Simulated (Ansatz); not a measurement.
Space group Pm-3m (No. 221). a = 3.899 Å, b = 3.899 Å, c = 3.899 Å, α = 90.00°, β = 90.00°, γ = 90.00°
```
atom site symmetry x y z
  Ti    1a m-3m  0.0000  0.0000  0.0000
  Pt    3c    4/mm.m  0.0000  0.5000  0.5000
```

Equation of state of this TiPt3 structure (not necessarily the ground state), with shape and atoms relaxed at each volume where symmetry leaves them free. It has no gap at any of these volumes. Theory: DFT PBEsol, scalar-relativistic, plane waves, PAW (Ansatz).

Settings: cutoff 420 eV, Γ-centred mesh 12×12×12 on the computed 4-atom cell, Gaussian smearing of 0.10 eV; no spin polarisation.

```csv
V (Å³/atom),E − E(largest V) (meV/atom),P (GPa)
13.044,126.81,46.70
13.488,18.57,31.73
13.933,-51.61,19.21
14.378,-89.96,8.75
14.822,-101.71,0.00
15.267,-91.23,-7.31
15.712,-62.21,-13.39
16.305,0.00,-19.94
```

Task: Fit a third-order Birch–Murnaghan equation to E(V).

Result: V0 = 14.82 Å³/atom, B0 = 266 GPa, B0' = 5.0.

Spin-orbit coupling is left out, which matters for the bands of heavy elements.